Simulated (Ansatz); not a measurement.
# Zr8N9: the cost of one run

Method: DFT PBE, scalar-relativistic, plane waves, PAW, in Ansatz 0.2.0.

2 further runs of the same task are left out: 2 set aside as unsound or not needed.

### 1 The system as given

The structure is cubic, space group Fm-3m (No. 225). The conventional cell has a = 4.595 Å, b = 4.595 Å, c = 4.595 Å, α = 90.00°, β = 90.00°, γ = 90.00°. Zr (site symmetry m-3m) is surrounded by 6 N at 2.30 Å. Around N (site symmetry m-3m) lie 6 Zr at 2.30 Å.

Coordinates:

```cif
data_structure
_symmetry_space_group_name_H-M 'Fm-3m'
_symmetry_Int_Tables_number 225
_cell_length_a 4.5946
_cell_length_b 4.5946
_cell_length_c 4.5946
_cell_angle_alpha 90.000
_cell_angle_beta 90.000
_cell_angle_gamma 90.000
_cell_volume 96.99
loop_
_atom_site_label
_atom_site_type_symbol
_atom_site_symmetry_multiplicity
_atom_site_Wyckoff_symbol
_atom_site_fract_x
_atom_site_fract_y
_atom_site_fract_z
_atom_site_occupancy
Zr1 Zr 4 b 0.50000 0.00000 0.00000 1
N1 N 4 a 0.00000 0.00000 0.00000 1
```

It goes back to an entry of the Materials Project, which need not be the stable form.

It is the result of an earlier relaxation at this level (volume 12.12 Å³/atom; gap on the mesh: none (metal)).

### 2 The defect cell, relaxed

The supercell's rows are 0 -2 2; 0 0 2; -2 0 2 in vectors of the relaxed cell. Atom 17 is the N that will move.

The input, input.yaml:

```yaml
crystal:
  lattice:
    - [0.0, 4.5945978683, -4.5945978683]
    - [4.5945978683, 4.5945978683, 0.0]
    - [4.5945978683, 0.0, -4.5945978683]
  atoms:
    - { symbol: Zr, position: [0.25, 0.75, 0.25] }
    - { symbol: Zr, position: [0.25, 0.25, 0.25] }
    - { symbol: Zr, position: [0.75, 0.75, 0.25] }
    - { symbol: Zr, position: [0.75, 0.25, 0.25] }
    - { symbol: Zr, position: [0.25, 0.75, 0.75] }
    - { symbol: Zr, position: [0.25, 0.25, 0.75] }
    - { symbol: Zr, position: [0.75, 0.75, 0.75] }
    - { symbol: Zr, position: [0.75, 0.25, 0.75] }
    - { symbol: "N", position: [0.5, 0.5, 0.0] }
    - { symbol: "N", position: [0.5, 0.0, 0.0] }
    - { symbol: "N", position: [1.0, 0.5, 0.0] }
    - { symbol: "N", position: [1.0, 0.0, 0.0] }
    - { symbol: "N", position: [0.5, 0.5, 0.5] }
    - { symbol: "N", position: [0.5, 0.0, 0.5] }
    - { symbol: "N", position: [1.0, 0.5, 0.5] }
    - { symbol: "N", position: [1.0, 0.0, 0.5] }
    - { symbol: "N", position: [0.8701093207, 0.3978717149, 0.8670583743] }
basis:
  ecutwfc: 420
  xc_grid: 2
kpoints:
  mp_grid: { grid: [4, 4, 4], shift: [0.0, 0.0, 0.0] }
hamiltonian:
  xc: pbe
scf:
  occupations: { method: gaussian, width: 0.1 }
output:
  forces: true
  stress: false
  eigenvalues: true
  write_density: true
  write_potential: true
  elf: true
  volumetric_format: npy
relax:
  adjacent_minimum: "off"
  f_tol: 0.02
  max_steps: 60
```

Run with:

```
ansatz run input.yaml --threads 4 --pin off --max-ram 8192MiB --backend cpu --events-out ev --progress --plain --runs-dir out
```

**Question.** How long does this run take on 4 threads of INTEL XEON PLATINUM 8581C at 2.10GHz (Emerald Rapids), shared host, and how much memory does it need?

About 68 s, with a peak of 1.1 GiB.
